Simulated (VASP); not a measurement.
GaAs in VASP 6.6.1, single-point calculation

INCAR

```
ISMEAR = -1
ISYM = 0
NSW = 0
NELECT = 19
EDIFF = 1E-7
IBRION = -1
PREC = Accurate
LREAL = .FALSE.
NELM = 120
GGA = PE
LCHARG = .FALSE.
SIGMA = 0.02
ENCUT = 520
LWAVE = .FALSE.
NBANDS = 16
ISIF = 2
LASPH = .FALSE.
```

KPOINTS

```
KPOINTS created by Atomic Simulation Environment
0
Gamma
4 4 4
0 0 0
```

POSCAR

```
Ga As
 1.0000000000000000
     0.0000000000000000    2.8614159464000002    2.8090795022999999
     2.8614159464000002    0.0000000000000000    2.8090795022999999
     2.8614159464000002    2.8614159464000002    0.0000000000000000
 Ga  As
   1   1
Cartesian
  0.0000000000000000  0.0000000000000000  0.0000000000000000
  1.4307079732000001  1.4307079732000001  1.4045397511500000
```

The recommended PBE PAW datasets give the neutral cell 18 valence electrons.

Command

```
mpirun -np 1 vasp_std
```

OSZICAR

```
N       E                     dE             d eps       ncg     rms          rms(c)
DAV:   1     0.967495080353E+02    0.96750E+02   -0.93571E+03  1168   0.157E+03
DAV:   2     0.390556154309E+01   -0.92844E+02   -0.89376E+02  1312   0.322E+02
DAV:   3    -0.297016541500E+01   -0.68757E+01   -0.68469E+01  1336   0.685E+01
DAV:   4    -0.308359428035E+01   -0.11343E+00   -0.11333E+00  1488   0.979E+00
DAV:   5    -0.308516429103E+01   -0.15700E-02   -0.15699E-02  1400   0.103E+00    0.392E+00
DAV:   6    -0.294287300473E+01    0.14229E+00   -0.62596E-01  1376   0.410E+00    0.220E+00
DAV:   7    -0.292054149435E+01    0.22332E-01   -0.99354E-02  1464   0.256E+00    0.752E-01
DAV:   8    -0.291709677768E+01    0.34447E-02   -0.71724E-03  1448   0.941E-01    0.153E-01
DAV:   9    -0.291713050199E+01   -0.33724E-04   -0.66717E-04  1432   0.214E-01    0.516E-02
DAV:  10    -0.291714975695E+01   -0.19255E-04   -0.11751E-04  1408   0.175E-01    0.154E-02
DAV:  11    -0.291715156279E+01   -0.18058E-05   -0.18827E-05  1592   0.706E-02    0.516E-03
DAV:  12    -0.291715184375E+01   -0.28096E-06   -0.36002E-06  1480   0.269E-02    0.260E-03
DAV:  13    -0.291715161025E+01    0.23350E-06   -0.44598E-07  1488   0.624E-03    0.303E-04
DAV:  14    -0.291715166809E+01   -0.57836E-07   -0.12136E-08   832   0.199E-03
   1 F= -.29171517E+01 E0= -.29156828E+01  d E =-.293782E-02
```

From OUTCAR

```
k-points           NKPTS =     36   k-points in BZ     NKDIM =     36   number of bands    NBANDS=     16

   NELECT =      19.0000    total number of electrons

   dimension x,y,z NGX =    30 NGY =   30 NGZ =   30
   dimension x,y,z NGXF=    60 NGYF=   60 NGZF=   60

  energy-cutoff  :      520.00
  volume of cell :       46.00
      direct lattice vectors                 reciprocal lattice vectors
     0.000000000  2.861415946  2.809079502    -0.174738664  0.174738664  0.177994250
     2.861415946  0.000000000  2.809079502     0.174738664 -0.174738664  0.177994250
     2.861415946  2.861415946  0.000000000     0.174738664  0.174738664 -0.177994250

 k-points in reciprocal lattice and weights: KPOINTS created by Atomic Simulation Env
   0.00000000  0.00000000  0.00000000       0.016
   0.25000000  0.00000000  0.00000000       0.031
   0.00000000  0.00000000 -0.25000000       0.031
   0.00000000  0.25000000  0.00000000       0.031
   0.25000000  0.25000000  0.25000000       0.031
   0.50000000  0.00000000  0.00000000       0.016
  -0.00000000 -0.00000000  0.50000000       0.016
   0.00000000  0.50000000  0.00000000       0.016
   ...

 E-fermi :   5.4488

 k-point     1 :       0.0000    0.0000    0.0000
  band No.  band energies     occupation
      1     -10.8137      2.00000
      2     -10.7953      2.00000
      3     -10.7953      2.00000
      4     -10.7397      2.00000
      5     -10.7075      2.00000
      6      -9.0603      2.00000
      7       3.5683      2.00000
      8       3.5683      2.00000
      9       3.6661      2.00000
     10       3.9330      2.00000
     11       7.1654      0.00000
     12       7.1950      0.00000
     13       7.1950      0.00000
     14      10.4983      0.00000
     15      13.3236      0.00000
     16      13.6623      0.00000

 k-point     2 :       0.2500    0.0000    0.0000
  band No.  band energies     occupation
      1     -10.8516      2.00000
      2     -10.7940      2.00000
      3     -10.7848      2.00000
      4     -10.7378      2.00000
      5     -10.7081      2.00000
      6      -8.3638      2.00000
      7      -0.5714      2.00000
      8       2.8619      2.00000
      9       2.9752      2.00000
     10       4.8419      2.00000
     11       8.0004      0.00000
     12       8.0502      0.00000
     13       9.2533      0.00000
     14      11.8596      0.00000
     15      12.2458      0.00000
     16      12.3530      0.00000

 k-point     3 :       0.0000    0.0000   -0.2500
  band No.  band energies     occupation
      1     -10.8516      2.00000
      2     -10.7940      2.00000
      3     -10.7848      2.00000
      4     -10.7378      2.00000
      5     -10.7081      2.00000
      6      -8.3638      2.00000
      7      -0.5714      2.00000
      8       2.8619      2.00000
      9       2.9752      2.00000
     10       4.8419      2.00000
     11       8.0004      0.00000
     12       8.0502      0.00000
     13       9.2533      0.00000
     14      11.8596      0.00000
     15      12.2458      0.00000
     16      12.3530      0.00000

 ...

  Total       11.2310153     11.2310152     10.0090343      0.0000036      0.0000072      0.0000093
  in kB      391.1772488    391.1772455    348.6155425      0.0001241      0.0002507      0.0003250
  external PRESSURE =     376.9900123 kB  Pullay stress =       0.0000000 kB

 POSITION                                       TOTAL-FORCE (eV/Angst)
 -----------------------------------------------------------------------------------
      0.00000      0.00000      0.00000         0.000001      0.000001     -0.000000
      1.43071      1.43071      1.40454        -0.000001     -0.000001      0.000000
 -----------------------------------------------------------------------------------
    total drift:                               -0.000004     -0.000003     -0.000003

  FREE ENERGIE OF THE ION-ELECTRON SYSTEM (eV)
  ---------------------------------------------------
  free  energy   TOTEN  =        -2.9171516681 eV

  energy  without entropy=       -2.9142138478  energy(sigma->0) =       -2.91568276
```

It converged. Results: pressure 37.7 GPa.

The cell is charged and sits in a uniform background.

For comparison, a separate PBE run of the intended cell, on usual settings and not on those above, gives a gap of 0.32 eV on its mesh and a pressure of 2.1 GPa.

The run above took about 29 s on one core of a shared host (Intel Xeon Platinum 8488C) and held 0.18 GiB at most.
